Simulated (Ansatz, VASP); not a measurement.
## Two plane-wave programs on Pd

```
Pd
1.0
    -1.54301    1.54301    1.54301
     1.54301   -1.54301    1.54301
     1.54301    1.54301   -1.54301
Pd
1
Direct
  0.00000 0.00000 0.00000
```

Alike in both runs: functional PBEsol; k mesh 14 × 14 × 14; occupations fermi-dirac, width 0.1 eV; no spin polarisation.

Ansatz relaxed the structure, and its values are those at the end. VASP's run is a single point on that final structure, the one shown.

|  | VASP | Ansatz |
| --- | --- | --- |
| version | VASP 6.6.1 | Ansatz 0.2.0 |
| potentials or method | VASP PAW PBE potentials, release 64 (Pd) | plane waves (420 eV) with PAW, scalar-relativistic |
| plane-wave cutoff (eV) | 520 | 420 |
| valence electrons in the cell | 10 | 18 |

```csv
,VASP,Ansatz,Ansatz less VASP
pressure (GPa),-0.4,0.0,+0.37
```

The two sets of potentials don't hold the same shells in valence. Ansatz warned: «pseudo_functional_mismatch».

Caveats: the PAW data sets were made with another functional, which shifts forces and pressure a little (VASP).
